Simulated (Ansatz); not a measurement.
A 2-atom cell of BN (R3m) from a materials database was relaxed with 3 functionals in the plane-wave code Ansatz, cell and atoms free, the symmetry of the start kept (meshes: PBE-D3(BJ) 10×10×10, r2SCAN+rVV10 10×10×10, PBE-D4 10×10×10). (Simulation; spin polarisation is off.)

The PBE-D3(BJ) result:
```
B N
1.0
     1.25307    0.72346    3.29845
    -1.25307    0.72346    3.29845
     0.00000   -1.44692    3.29845
B N
1 1
Direct
  0.99970 0.99970 0.99970
  0.33274 0.33274 0.33274
```

The symmetry is R3m (No. 160, trigonal); a = 2.506 Å, c = 9.895 Å in the conventional setting, 8.97 Å³ an atom. B has 3 N at 1.45 Å; N has 3 B at 1.45 Å.

(1) Order the functionals by the relaxed volume, smallest first.
A. PBE-D4
B. PBE-D3(BJ)
C. r2SCAN+rVV10

(2) How does the cell change with PBE-D4?

(3) How does the cell change with r2SCAN+rVV10?

Answers

(1) C (8.81 Å³/atom), A (8.88 Å³/atom), B (8.97 Å³/atom).

(2) a = 2.507 Å, c = 9.795 Å; the volume differs by -1.0 % from PBE-D3(BJ)'s. B is surrounded by 3 N at 1.45 Å; N is surrounded by 3 B at 1.45 Å.

(3) a = 2.500 Å, c = 9.760 Å; the volume differs by -1.8 % from PBE-D3(BJ)'s. Around B lie 3 N at 1.44 Å; around N lie 3 B at 1.44 Å.
